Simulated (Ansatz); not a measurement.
Pd: energy against volume and a worked fit

Symmetry: Fm-3m, No. 225, cubic system. The conventional cell has a = 3.893 Å, b = 3.893 Å, c = 3.893 Å, α = 90.00°, β = 90.00°, γ = 90.00°. Pd (site symmetry m-3m) is surrounded by 12 Pd at 2.75 Å.

The cell was scaled at fixed shape and fractions and run with Ansatz, Ansatz PAW, cutoff 420 eV; PBE0, k mesh 8 × 8 × 8 on the cell of 1 atom, fermi-dirac occupations of 0.05 eV, no spin polarisation, no spin-orbit coupling. The potentials were made for PBE. Energies are those that the program minimises, any entropy of the smearing included. For a metal such a mesh isn't converged to the digits shown.

```tsv
V (Å³/atom)	energy over the lowest row (meV/atom)
13.8650	53.58
14.1600	27.47
14.4550	10.59
14.7500	1.71
15.0450	0.00
15.3400	?
15.6350	14.35
```

Q: Fit the third-order Birch-Murnaghan form, give V0, B0 and B′, and predict the energy left open.

A: With y = (V0/V)^(2/3), E = E0 + (9 V0 B0/16) [(y - 1)³ B′ + (y - 1)² (6 - 4y)]. Least squares through the rows shown give V0 = 14.9752 Å³/atom, E0 = -0.19 meV, B0 = 176.4 GPa (1 eV/Å³ = 160.218 GPa) and B′ = 5.67, with a largest miss of 0.03 meV. At V = 15.3400 the form with these constants gives 4.45 meV; the run gave 4.37 meV an atom. Measured volume: 14.72 Å³/atom at 300 K (a printed reference work), so the fit lies +1.7 % from it. The runs are for a static lattice.
